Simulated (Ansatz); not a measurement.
# Ni (Fm-3m) in Ansatz: notebook

One crystal, Ni, is run at these levels: PBEsol+D4, RPBE+D3(BJ); tasks: relaxation of cell and atoms.

Everything below comes from runs of Ansatz 0.2.0. Logs are shortened: lines on timing, memory, paths and dates and some standing lists are left out, and cuts for length are marked.

## Step 1: The crystal as given

Symmetry: Fm-3m, No. 225, cubic system. Conventional cell: a = 3.475 Å, b = 3.475 Å, c = 3.475 Å, α = 90.00°, β = 90.00°, γ = 90.00°. Around Ni (site symmetry m-3m) lie 12 Ni at 2.46 Å.

## Step 2: Relaxation of cell and atoms, PBEsol+D4, collinear spin, ferromagnetic start

input.yaml

```yaml
crystal:
  lattice:
    - [0.0, 1.737572933, 1.737572933]
    - [1.737572933, 0.0, 1.737572933]
    - [1.737572933, 1.737572933, 0.0]
  atoms:
    - { symbol: Ni, position: [0.0, 0.0, 0.0], spin: 1.0 }
hamiltonian:
  xc: pbesol
  pseudopotentials: { kind: paw }
  dispersion: d4
magnetization:
  spin_polarized: true
kpoints:
  mp_grid: { grid: [13, 13, 13] }
scf:
  occupations: { method: fermi_dirac, width: 0.05 }
output:
  forces: true
  stress: true
relax:
  f_tol: 0.01
  max_steps: 40
  cell: { stress_tol: 0.05 }
```

Potentials or basis: Ansatz PAW.

The run is started by

```
> ansatz run input.yaml --threads 2 --pin off --max-ram 5632MiB --backend cpu --events-out ev --progress --plain --runs-dir out
```

What it wrote:

```text
Warning: RAYON_NUM_THREADS=2 ignored (pool sized by the plan → 2); use --threads N
Engine: ansatz 0.2.0, x86_64-unknown-linux-gnu
Pseudopotentials: kind: paw
Pseudopotential: Ni, paw, valence charge 18, recommended cutoff 420 eV (normal), Ni.paw.azcp
Functional definition: PBEsol
  exchange = pbesol_x
  correlation = pbesol_c
Crystal: 1 atoms, lattice volume = 10.492 Å³
Basis set: ecut = 420 eV, 181 PW (Γ), exchange–correlation on 36×36×36 points (8 copies of the dense FFT grid, shifted against one another)
Bands: 14, of which v1, the nominal top of the filled ones, is band 9 counted from 1 (8 counted from 0)
Symmetry: 48 space group operations
Space group: Fm-3m (ITA 225), of the structure as read, at distance tolerance 2.2e-5 Å
Magnetic group: BNS 225.116 (UNI 1618), of the structure as read, at distance tolerance 2.2e-5 Å
k-points: 84 of 2197
Non-local potential: Ni, projectors of the file, l = 0: 3, l = 1: 2, l = 2: 3, l = 3: 1
PAW form: soft (Blöchl's): semilocal exchange-correlation on the pseudo side does not see the compensation charge
PAW frozen core: Ni, regenerated for the run's functional, and the local potential with it (the file was generated under x = pbe(κ = 0.804, μ = 0.2195149727645171), c = pbe(β = 0.06672455060314922))
PAW one-centre angular grid: Ni, 590 points (default); XC on 64 Gauss nodes
Initial density: superposition of atomic densities (chi_scale 0.1, normalization cell)
Starting moments: Σ|m| = 1 μB on 1 of 1 site
Initial wavefunctions: pseudopotential atomic-orbital guess
Functional: x = pbesol(κ = 0.804, μ = 0.12345679012345678), c = pbesol(β = 0.046)
SCF iter   1: F=—  HF=-5804.674713 eV  |F-HF|=—  |Δ(HF+E_count)|=         —  Δρ=8.94e-2 (↑4.90e-2 ↓8.94e-2)  dr2=1.18e0  dr2_m=4.13e-2  M=0.942 μB ∫|m|=0.999 μB  β_m=0.30  ethr=3.10e-3  ⟨swp⟩=5.7  Hψ=12358  notcnv=0
Mixer restart at iter 1: flushing history
preconditioner: auto → none  [metal: Δε(μ)=0.005 eV  Ē_g=16.260 eV  σ=0.050 eV  W_gap=0.02  n_scr=0 (ndim 8)  ℏωp=36.3 eV  f_vac=0.000  D(μ)=1.65/eV (n_scr^D=26)]
SCF iter   2: F=—  HF=-5804.323624 eV  |F-HF|=—  |Δ(HF+E_count)|=   3.51e-1  Δρ=4.57e-2 (↑4.57e-2 ↓4.40e-2)  dr2=3.83e-1  dr2_m=6.43e-3  M=0.842 μB ∫|m|=0.912 μB  β_m=0.25  ethr=3.10e-3  ⟨swp⟩=2.9  Hψ=5692  notcnv=0  defer=52
SCF iter   3: F=—  HF=-5804.507095 eV  |F-HF|=—  |Δ(HF+E_count)|=   1.83e-1  Δρ=1.58e-2 (↑1.49e-2 ↓1.58e-2)  dr2=2.60e-2  dr2_m=4.88e-3  M=0.841 μB ∫|m|=0.913 μB  β_m=0.53  ethr=2.13e-3  ⟨swp⟩=2.5  Hψ=4080  notcnv=0  defer=52
SCF iter   4: F=—  HF=-5805.087190 eV  |F-HF|=—  |Δ(HF+E_count)|=         —  Δρ=4.69e-2 (↑1.35e-2 ↓4.69e-2)  dr2=8.17e-2  dr2_m=8.19e-2  M=0.654 μB ∫|m|=0.732 μB  β_m=0.53  ethr=1.45e-4  ⟨swp⟩=2.6  Hψ=4729  notcnv=0  defer=56
Mixer restart at iter 4: flushing history
SCF iter   5: F=—  HF=-5805.228785 eV  |F-HF|=—  |Δ(HF+E_count)|=   1.42e-1  Δρ=2.82e-2 (↑2.82e-2 ↓5.50e-3)  dr2=4.32e-2  dr2_m=1.90e-2  M=0.654 μB ∫|m|=0.735 μB  β_m=0.52  ethr=1.45e-4  ⟨swp⟩=2.8  Hψ=5664  notcnv=0  defer=62
SCF iter   6: F=—  HF=-5805.243334 eV  |F-HF|=—  |Δ(HF+E_count)|=   1.45e-2  Δρ=3.36e-2 (↑1.18e-2 ↓3.36e-2)  dr2=1.16e-1  dr2_m=1.33e-2  M=0.633 μB ∫|m|=0.709 μB  β_m=0.38  ethr=1.45e-4  ⟨swp⟩=2.4  Hψ=5207  notcnv=0  defer=68
SCF iter   7: F=—  HF=-5805.251136 eV  |F-HF|=—  |Δ(HF+E_count)|=   7.80e-3  Δρ=2.92e-3 (↑1.06e-3 ↓2.92e-3)  dr2=5.31e-4  dr2_m=3.08e-4  M=0.632 μB ∫|m|=0.710 μB  β_m=0.66  ethr=1.45e-4  ⟨swp⟩=2.9  Hψ=4910  notcnv=0  defer=69
SCF iter   8: F=—  HF=-5805.252929 eV  |F-HF|=—  |Δ(HF+E_count)|=   1.79e-3  Δρ=4.76e-4 (↑6.49e-5 ↓4.76e-4)  dr2=1.77e-5  dr2_m=4.47e-6  M=0.630 μB ∫|m|=0.707 μB  β_m=0.83  ethr=2.95e-6  ⟨swp⟩=1.7  Hψ=3598  notcnv=0  defer=68
SCF iter   9: F=—  HF=-5805.252938 eV  |F-HF|=—  |Δ(HF+E_count)|=   9.91e-6  Δρ=7.86e-5 (↑7.86e-5 ↓2.69e-5)  dr2=3.64e-7  dr2_m=1.58e-7  M=0.630 μB ∫|m|=0.707 μB  β_m=0.91  ethr=9.81e-8  ⟨swp⟩=2.3  Hψ=3265  notcnv=0  defer=67
SCF iter  10: F=—  HF=-5805.252938 eV  |F-HF|=—  |Δ(HF+E_count)|=   4.10e-8  Δρ=1.05e-5 (↑1.01e-5 ↓1.05e-5)  dr2=2.48e-8  dr2_m=4.45e-10  M=0.630 μB ∫|m|=0.707 μB  β_m=0.87  ethr=2.02e-9  ⟨swp⟩=1.9  Hψ=2954  notcnv=0  defer=67
SCF iter  11: F=-5805.252938 eV  HF=-5805.252938 eV  |F-HF|=2.48e-9  |Δ(HF+E_count)|=   6.02e-9  Δρ=3.66e-6 (↑3.63e-6 ↓3.66e-6)  dr2=3.14e-9  dr2_m=3.92e-11  M=0.630 μB ∫|m|=0.707 μB  ethr=1.38e-10  ⟨swp⟩=2.0  Hψ=7035  notcnv=0
SCF 1 converged in 11 iterations: F = -5805.252938 eV  dr2 = 3.14e-9
relax step   1: F+E_penalty+E_count = -5805.25293837 eV  Δ(F+E_penalty+E_count) = +0.000e0 eV  max|allowed force component| = 0.000e0 eV/Å  Δτ_max = 0.0000 Å  P = -6.120 GPa  Ω = 10.492 Å³  (11 SCF iters, dr2 threshold 1.00e-7 eV, accepted)
Crystal: 1 atoms, lattice volume = 10.354 Å³
[... 35 lines left out ...]
SCF iter   4: F=—  HF=-5805.258483 eV  |F-HF|=—  |Δ(HF+E_count)|=   6.04e-7  Δρ=2.23e-5 (↑1.09e-5 ↓2.23e-5)  dr2=5.95e-8  dr2_m=4.71e-9  M=0.628 μB ∫|m|=0.701 μB  β_m=0.46  ethr=6.28e-11  ⟨swp⟩=2.0  Hψ=3931  notcnv=0
SCF iter   5: F=—  HF=-5805.258483 eV  |F-HF|=—  |Δ(HF+E_count)|=   2.30e-7  Δρ=1.63e-5 (↑5.98e-6 ↓1.63e-5)  dr2=2.74e-8  dr2_m=3.41e-9  M=0.628 μB ∫|m|=0.701 μB  β_m=0.73  ethr=6.28e-11  ⟨swp⟩=2.5  Hψ=3781  notcnv=0
SCF iter   6: F=-5805.258483 eV  HF=-5805.258483 eV  |F-HF|=2.68e-8  |Δ(HF+E_count)|=   3.00e-7  Δρ=1.36e-5 (↑1.09e-5 ↓1.36e-5)  dr2=3.49e-8  dr2_m=3.27e-10  M=0.628 μB ∫|m|=0.701 μB  ethr=6.28e-11  ⟨swp⟩=2.1  Hψ=8495  notcnv=0
SCF 4 converged in 6 iterations: F = -5805.258483 eV  dr2 = 3.49e-8
relax step   4: F+E_penalty+E_count = -5805.25848334 eV  Δ(F+E_penalty+E_count) = -1.603e-6 eV  max|allowed force component| = 0.000e0 eV/Å  Δτ_max = 0.0000 Å  P = -0.002 GPa  Ω = 10.214 Å³  energy of the carried Pulay correction = +9.495e-5 eV  (6 SCF iters, dr2 threshold 8.27e-8 eV, accepted)
Initial wavefunctions: pseudopotential atomic-orbital guess (no wavefunctions were taken with the density)
iter 1 solved again at ethr=8.19e-8 eV; its pass at ethr=3.10e-3 eV (dr2=1.47e-5 eV) is discarded
SCF iter   1: F=—  HF=-5805.258373 eV  |F-HF|=—  |Δ(HF+E_count)|=         —  Δρ=2.41e-5 (↑1.82e-5 ↓2.41e-5)  dr2=3.18e-8  dr2_m=3.24e-9  M=0.628 μB ∫|m|=0.701 μB  β_m=0.65  ethr=8.19e-8  ⟨swp⟩=2.8  Hψ=18035  notcnv=0
preconditioner: auto → none  [metal: Δε(μ)=0.033 eV  Ē_g=17.471 eV  σ=0.050 eV  W_gap=0.16  n_scr=0 (ndim 8)  ℏωp=36.7 eV  f_vac=0.000  D(μ)=1.50/eV (n_scr^D=14)]
SCF iter   2: F=—  HF=-5805.258373 eV  |F-HF|=—  |Δ(HF+E_count)|=   1.46e-7  Δρ=1.69e-5 (↑1.59e-5 ↓1.69e-5)  dr2=5.78e-8  dr2_m=1.78e-10  M=0.628 μB ∫|m|=0.701 μB  β_m=0.55  ethr=1.77e-10  ⟨swp⟩=2.0  Hψ=3956  notcnv=0
SCF iter   3: F=—  HF=-5805.258373 eV  |F-HF|=—  |Δ(HF+E_count)|=   1.74e-8  Δρ=2.24e-5 (↑1.78e-5 ↓2.24e-5)  dr2=8.09e-8  dr2_m=5.54e-10  M=0.628 μB ∫|m|=0.701 μB  β_m=0.41  ethr=1.77e-10  ⟨swp⟩=2.0  Hψ=3789  notcnv=0
SCF iter   4: F=—  HF=-5805.258373 eV  |F-HF|=—  |Δ(HF+E_count)|=   1.64e-8  Δρ=5.25e-6 (↑1.88e-6 ↓5.25e-6)  dr2=2.03e-9  dr2_m=4.21e-10  M=0.628 μB ∫|m|=0.701 μB  β_m=0.71  ethr=1.77e-10  ⟨swp⟩=2.6  Hψ=3824  notcnv=0
SCF iter   5: F=—  HF=-5805.258373 eV  |F-HF|=—  |Δ(HF+E_count)|=   2.06e-8  Δρ=1.98e-6 (↑3.20e-7 ↓1.98e-6)  dr2=2.89e-10  dr2_m=7.24e-11  M=0.628 μB ∫|m|=0.701 μB  β_m=0.85  ethr=1.13e-11  ⟨swp⟩=2.2  Hψ=3558  notcnv=0
SCF iter   6: F=—  HF=-5805.258373 eV  |F-HF|=—  |Δ(HF+E_count)|=   1.18e-9  Δρ=5.68e-7 (↑1.26e-7 ↓5.68e-7)  dr2=2.89e-11  dr2_m=5.02e-12  M=0.628 μB ∫|m|=0.701 μB  β_m=0.93  ethr=1.61e-12  ⟨swp⟩=2.6  Hψ=3733  notcnv=0
SCF iter   7: F=—  HF=-5805.258373 eV  |F-HF|=—  |Δ(HF+E_count)|=  9.19e-11  Δρ=5.47e-8 (↑2.70e-8 ↓5.47e-8)  dr2=3.88e-13  dr2_m=1.87e-14  M=0.628 μB ∫|m|=0.701 μB  β_m=0.96  ethr=1.00e-12  ⟨swp⟩=1.9  Hψ=2920  notcnv=0
SCF iter   8: F=-5805.258373 eV  HF=-5805.258373 eV  |F-HF|=9.09e-13  |Δ(HF+E_count)|=    0.00e0  Δρ=8.10e-9 (↑4.27e-9 ↓8.10e-9)  dr2=8.31e-15  dr2_m=3.92e-16  M=0.628 μB ∫|m|=0.701 μB  ethr=1.00e-12  ⟨swp⟩=3.3  Hψ=8509  notcnv=0
SCF 5 converged in 8 iterations: F = -5805.258373 eV  dr2 = 8.31e-15
relax step   5: F+E_penalty+E_count = -5805.25837316 eV  Δ(F+E_penalty+E_count) = +1.102e-4 eV  max|allowed force component| = 0.000e0 eV/Å  Δτ_max = 0.0000 Å  P = +0.011 GPa  Ω = 10.214 Å³  stress off target by 1.15e-2 GPa  SCF on the basis re-selected at this cell (its energy is not comparable with the rows above)  (8 SCF iters)
basis re-selected at this cell: Δ(F+E_penalty+E_count) = +1.102e-4 eV, ΔP = +0.014 GPa vs the last step (what re-selecting the basis moved, of the pressure what is left beyond the Pulay correction that the steps carried, after the strain that the cell walked since its last selection, with what the two solves' SCF thresholds leave and, on support functions, any second-order correction that the steps lacked; it is no measure of the basis error at this ecutwfc). This SCF's stress stands 1.15e-2 GPa from its target on what of the cell is left free (relax.cell.stress_tol is 5.00e-2 GPa) and its largest allowed force component is 0.00e0 eV/Å (relax.f_tol is 1.00e-2 eV/Å): within both
SCF converged after 8 iterations
Magnetization: 0.6277 μB (9.3139 up, 8.6861 down)
Absolute magnetization: 0.7020 μB (∫|ρ↑−ρ↓|, with the PAW one-centre terms)
Spin contamination: 0.0052 ħ² per cell (⟨S²⟩ above its minimum at these occupations)
Per-site moments (μB) at R_I (Å): [(0.6600308870637817, 1.0046080346872277)]
Free energy (F): -5805.258373 eV
Harris-Foulkes:  -5805.258373 eV  (|F-HF|=9.09e-13)
Internal energy: -5805.245976 eV  (E = F + TS)
E sigma→0 (E₀):  -5805.252174 eV
Entropy (-TS):   -0.012398 eV (-12.398 meV/atom)
Fermi energy:    19.487972 eV
--- Per-component energies (eV) ---
  E_band       = -261.950310
  E_kinetic    = 283.586563
  E_local      = -3330.603534  (includes V_loc(G=0)·N_el)
  E_nonlocal   = 635.647665
  E_hartree    = 1390.567107
  E_xc         = -85.092387
  E_vxc        = -110.145429  (∫ρ·V_xc dr)
  E_paw        = -1593.958604  (= ΣΔE_a)
  E_vpaw       = -521.570221  (= ΣTr[D̂ρ^β])
  E_aug_tail   = 0.000424  (compensation charges beyond the density's cutoff)
  E_ewald      = -3105.313115
  E_disp       = -0.277383  (pairwise vdW)
  E_core_change = 0.197289  (= ΣΔE_core)
  E_smearing   = -0.012398  (= −TS)
  E_closure    = -0.000000  (closes the sum)
  Σ components = -5805.258373   (vs F -5805.258373, Δ=0.00e0)
--- Forces (eV/Å), atoms counted from 1 ---
  atom   1  Ni    -0.00000000    -0.00000000    -0.00000000
  max |Σ_I F_I| component: 3.29e-32 eV/Å
--- Stress (GPa, compression-positive) ---
        0.011455      -0.000000       0.000000
       -0.000000       0.011455      -0.000000
        0.000000      -0.000000       0.011455
  P = ⅓ Tr σ = 0.0115 GPa (0.115 kbar)
--- Relaxed structure (4 steps of the walk, 4 accepted, 1 SCFs on fresh bases) ---
  F+E_penalty+E_count = -5805.25837316 eV   max|allowed force component| = 0.000e0 eV/Å   (the final SCF, on the basis selected at the relaxed cell)
  cell:  # Å, volume = 10.2142 Å³
    - [-1.970475903346341e-34, 1.7220973424529191, 1.7220973424529191]
    - [1.7220973424529191, 5.222258738792893e-34, 1.7220973424529191]
    - [1.7220973424529191, 1.7220973424529191, -3.5632772585513e-34]
  atoms:
    - { symbol: Ni, position: [0.0, 0.0, 0.0] }
```

Wall time 5.9 s (2 threads of Intel Xeon Platinum 8488C (Sapphire Rapids), shared host); peak memory 0.34 GiB.

What came out:

```yaml
Free_energy: -5805.2584 eV
Relaxed_volume: 10.21 Å³/atom
Relaxed_cell: a = 2.435 Å, b = 2.435 Å, c = 2.435 Å, α = 60.00°, β = 60.00°, γ = 60.00°
Space_group_after_relaxing_to_0.05_Å: Fm-3m (No. 225)
Energy_gained_by_relaxing: 5.4 meV/atom
Ionic_steps: 5
Pressure_after_relaxing: 0.0 GPa
Net_moment: 0.63 μB per cell
Absolute_moment: 0.70 μB per cell
Site_moments: Ni +0.66 μB
```

The path:
| step | energy change (eV) | largest force (eV/Å) | volume (Å³) |
| --- | --- | --- | --- |
| 1 | 0.0000 | 0.0000 | 10.49 |
| 2 | -0.0041 | 0.0000 | 10.35 |
| 3 | -0.0055 | 0.0000 | 10.21 |
| 4 | -0.0055 | 0.0000 | 10.21 |
| 5 | -0.0054 | 0.0000 | 10.21 |

Final structure:
```xyz
1
Lattice="0.0000 1.7221 1.7221 1.7221 0.0000 1.7221 1.7221 1.7221 0.0000" Properties=species:S:1:pos:R:3 pbc="T T T"
Ni    0.0000    0.0000    0.0000
```

Caveat: the plane-wave basis is chosen anew once the cell has moved, so the energies of steps on either side of that aren't comparable; the PAW data sets come from PBE, with cores solved anew for the run's functional, which leaves a small shift of forces and pressure.

## Step 3: Relaxation of cell and atoms, RPBE+D3(BJ), collinear spin, ferromagnetic start

input.yaml: that of step 2 with these lines changed.

```diff
@@ -8,5 +8,5 @@
 hamiltonian:
-  xc: pbesol
+  xc: rpbe
   pseudopotentials: { kind: paw }
-  dispersion: d4
+  dispersion: d3bj
 magnetization:
```

Potentials or basis: Ansatz PAW.

The run is started by

```
> ansatz run input.yaml --threads 2 --pin off --max-ram 5632MiB --backend cpu --events-out ev --progress --plain --runs-dir out
```

What it wrote:

```text
Warning: RAYON_NUM_THREADS=2 ignored (pool sized by the plan → 2); use --threads N
[... 3 set-up lines as earlier in the session ...]
Functional definition: RPBE
  parameter kappa = 0.804
  parameter beta = 0.06672455060314922
  exchange = rpbe_x(kappa = kappa, mu = beta*pi^2/3)
  correlation = pbe_c(beta = beta)
Crystal: 1 atoms, lattice volume = 10.492 Å³
Basis set: ecut = 420 eV, 181 PW (Γ), exchange–correlation on 36×36×36 points (8 copies of the dense FFT grid, shifted against one another)
Bands: 14, of which v1, the nominal top of the filled ones, is band 9 counted from 1 (8 counted from 0)
[... 2 set-up lines as earlier in the session ...]
Magnetic group: BNS 225.116 (UNI 1618), of the structure as read, at distance tolerance 2.2e-5 Å
k-points: 84 of 2197
[... 5 set-up lines as earlier in the session ...]
Starting moments: Σ|m| = 1 μB on 1 of 1 site
[... 1 set-up line as earlier in the session ...]
Functional: x = rpbe, c = pbe(β = 0.06672455060314922)
SCF iter   1: F=—  HF=-5846.316879 eV  |F-HF|=—  |Δ(HF+E_count)|=         —  Δρ=7.24e-2 (↑3.24e-2 ↓7.24e-2)  dr2=6.95e-1  dr2_m=4.13e-2  M=0.938 μB ∫|m|=0.997 μB  β_m=0.30  ethr=3.10e-3  ⟨swp⟩=5.7  Hψ=12388  notcnv=0
Mixer restart at iter 1: flushing history
preconditioner: auto → none  [metal: Δε(μ)=0.018 eV  Ē_g=16.403 eV  σ=0.050 eV  W_gap=0.09  n_scr=0 (ndim 8)  ℏωp=36.3 eV  f_vac=0.000  D(μ)=1.63/eV (n_scr^D=26)]
SCF iter   2: F=—  HF=-5846.188504 eV  |F-HF|=—  |Δ(HF+E_count)|=   1.28e-1  Δρ=4.05e-2 (↑4.05e-2 ↓3.65e-2)  dr2=2.64e-1  dr2_m=7.00e-3  M=0.848 μB ∫|m|=0.924 μB  β_m=0.25  ethr=3.10e-3  ⟨swp⟩=2.6  Hψ=4912  notcnv=0  defer=53
SCF iter   3: F=—  HF=-5846.374769 eV  |F-HF|=—  |Δ(HF+E_count)|=         —  Δρ=3.79e-2 (↑1.54e-2 ↓3.79e-2)  dr2=3.31e-2  dr2_m=5.84e-2  M=0.706 μB ∫|m|=0.778 μB  β_m=0.25  ethr=1.47e-3  ⟨swp⟩=2.5  Hψ=4038  notcnv=0  defer=53
Mixer restart at iter 3: flushing history
SCF iter   4: F=—  HF=-5846.615472 eV  |F-HF|=—  |Δ(HF+E_count)|=   2.41e-1  Δρ=3.05e-2 (↑1.44e-2 ↓3.05e-2)  dr2=1.61e-2  dr2_m=4.45e-2  M=0.685 μB ∫|m|=0.762 μB  β_m=0.62  ethr=1.84e-4  ⟨swp⟩=2.5  Hψ=4123  notcnv=0  defer=53
SCF iter   5: F=—  HF=-5847.106103 eV  |F-HF|=—  |Δ(HF+E_count)|=   4.91e-1  Δρ=2.28e-2 (↑1.75e-2 ↓2.28e-2)  dr2=9.85e-2  dr2_m=7.64e-4  M=0.629 μB ∫|m|=0.719 μB  β_m=0.56  ethr=8.93e-5  ⟨swp⟩=2.6  Hψ=4735  notcnv=0  defer=55
[... 104 lines left out ...]
relax step   8: F+E_penalty+E_count = -5847.16283213 eV  Δ(F+E_penalty+E_count) = -9.481e-6 eV  max|allowed force component| = 0.000e0 eV/Å  Δτ_max = 0.0000 Å  P = -0.005 GPa  Ω = 9.585 Å³  stress off target by 4.99e-3 GPa  SCF on the basis re-selected at this cell (its energy is not comparable with the rows above)  (7 SCF iters)
basis re-selected at this cell: Δ(F+E_penalty+E_count) = -9.481e-6 eV, ΔP = -0.005 GPa vs the last step (what re-selecting the basis moved, of the pressure what is left beyond the Pulay correction that the steps carried, after the strain that the cell walked since its last selection, with what the two solves' SCF thresholds leave and, on support functions, any second-order correction that the steps lacked; it is no measure of the basis error at this ecutwfc). This SCF's stress stands 4.99e-3 GPa from its target on what of the cell is left free (relax.cell.stress_tol is 5.00e-2 GPa) and its largest allowed force component is 0.00e0 eV/Å (relax.f_tol is 1.00e-2 eV/Å): within both
SCF converged after 7 iterations
Magnetization: 0.6239 μB (9.3119 up, 8.6881 down)
Absolute magnetization: 0.7035 μB (∫|ρ↑−ρ↓|, with the PAW one-centre terms)
Spin contamination: 0.0057 ħ² per cell (⟨S²⟩ above its minimum at these occupations)
Per-site moments (μB) at R_I (Å): [(0.6584838845566471, 0.9835298590858909)]
Free energy (F): -5847.162832 eV
Harris-Foulkes:  -5847.162832 eV  (|F-HF|=4.55e-12)
Internal energy: -5847.151855 eV  (E = F + TS)
E sigma→0 (E₀):  -5847.157343 eV
Entropy (-TS):   -0.010978 eV (-10.978 meV/atom)
Fermi energy:    21.420452 eV
--- Per-component energies (eV) ---
  E_band       = -232.457599
  E_kinetic    = 284.732403
  E_local      = -3225.648606  (includes V_loc(G=0)·N_el)
  E_nonlocal   = 634.241277
  E_hartree    = 1353.879965
  E_xc         = -86.159226
  E_vxc        = -111.099669  (∫ρ·V_xc dr)
  E_paw        = -1633.694345  (= ΣΔE_a)
  E_vpaw       = -522.443344  (= ΣTr[D̂ρ^β])
  E_aug_tail   = 0.000628  (compensation charges beyond the density's cutoff)
  E_ewald      = -3171.863545
  E_disp       = -2.596059  (pairwise vdW)
  E_core_change = -0.044345  (= ΣΔE_core)
  E_smearing   = -0.010978  (= −TS)
  E_closure    = -0.000000  (closes the sum)
  Σ components = -5847.162832   (vs F -5847.162832, Δ=0.00e0)
--- Forces (eV/Å), atoms counted from 1 ---
  atom   1  Ni    -0.00000000     0.00000000     0.00000000
  max |Σ_I F_I| component: 4.93e-32 eV/Å
--- Stress (GPa, compression-positive) ---
       -0.004988      -0.000000      -0.000000
       -0.000000      -0.004988      -0.000000
       -0.000000      -0.000000      -0.004988
  P = ⅓ Tr σ = -0.0050 GPa (-0.050 kbar)
--- Relaxed structure (6 steps of the walk, 6 accepted, 2 SCFs on fresh bases) ---
  F+E_penalty+E_count = -5847.16283213 eV   max|allowed force component| = 0.000e0 eV/Å   (the final SCF, on the basis selected at the relaxed cell)
  cell:  # Å, volume = 9.5846 Å³
    - [-3.821526864971498e-35, 1.6859651705674739, 1.6859651705674739]
    - [1.6859651705674739, -9.641399484464644e-34, 1.6859651705674739]
    - [1.6859651705674739, 1.6859651705674739, -3.925028769089885e-34]
  atoms:
    - { symbol: Ni, position: [0.0, 0.0, 0.0] }
```

Wall time 7.8 s (2 threads of Intel Xeon Platinum 8488C (Sapphire Rapids), shared host); peak memory 0.35 GiB.

What came out:

```yaml
Free_energy: -5847.1628 eV
Relaxed_volume: 9.58 Å³/atom
Relaxed_cell: a = 2.384 Å, b = 2.384 Å, c = 2.384 Å, α = 60.00°, β = 60.00°, γ = 60.00°
Space_group_after_relaxing_to_0.05_Å: Fm-3m (No. 225)
Energy_gained_by_relaxing: 64.7 meV/atom
Ionic_steps: 8
Pressure_after_relaxing: 0.0 GPa
Net_moment: 0.62 μB per cell
Absolute_moment: 0.70 μB per cell
Site_moments: Ni +0.66 μB
```

The path:
| step | energy change (eV) | largest force (eV/Å) | volume (Å³) |
| --- | --- | --- | --- |
| 1 | 0.0000 | 0.0000 | 10.49 |
| 2 | -0.0485 | 0.0000 | 10.03 |
| 3 | -0.0650 | 0.0000 | 9.49 |
| 4 | -0.0657 | 0.0000 | 9.59 |
| 5 | -0.0657 | 0.0000 | 9.58 |
| 6 | -0.0647 | 0.0000 | 9.58 |
| 7 | -0.0647 | 0.0000 | 9.58 |
| 8 | -0.0647 | 0.0000 | 9.58 |

Final structure:
```yaml
crystal:
  lattice:
    - [0.00000, 1.68597, 1.68597]
    - [1.68597, 0.00000, 1.68597]
    - [1.68597, 1.68597, 0.00000]
  atoms:
    - { symbol: Ni, position: [0.00000, 0.00000, 0.00000] }
```

Caveat: the plane-wave basis is chosen anew once the cell has moved, so the energies of steps on either side of that aren't comparable; the PAW data sets come from PBE, with cores solved anew for the run's functional, which leaves a small shift of forces and pressure.
